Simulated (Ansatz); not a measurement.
# MgB2 (P6/mmm) in Ansatz: equation of state

How stiff is MgB2 in PBE, and what volume does it want? The cell is scaled to several volumes.

Everything below comes from runs of Ansatz 0.2.0. Logs are shortened: lines on timing, memory, paths and dates and some standing lists are left out, and cuts for length are marked.

## Step 1: Starting point

The structure is hexagonal, space group P6/mmm (No. 191). Conventional cell: a = 3.085 Å, b = 3.085 Å, c = 3.523 Å, α = 90.00°, β = 90.00°, γ = 120.00°. Mg (site symmetry 6/mmm) has 12 B at 2.51 Å as nearest neighbours. B (site symmetry -6m2) has 3 B at 1.78 Å as nearest neighbours.

## Step 2: Equation of state, PBE

Potentials or basis: all-electron LAPW, scalar-relativistic.

This step only gathers the single runs of the series.

What came out:

| Quantity | Value |
| --- | --- |
| Equilibrium volume | 9.62 Å³/atom |
| Bulk modulus at fixed shape and positions | 152 GPa |
| Pressure derivative of the bulk modulus | 3.6 |

Energy against volume, from the lowest point:
| volume (Å³/atom) | energy (meV/atom) |
| --- | --- |
| 9.098 | 14.30 |
| 9.292 | 5.33 |
| 9.485 | 0.69 |
| 9.679 | 0.00 |
| 9.873 | 2.90 |
| 10.066 | 9.07 |
| 10.260 | 18.23 |

Caveat: the cell was scaled at fixed shape and fractional positions, which overstates the stiffness of a crystal with free parameters, most of all of layers and chains.
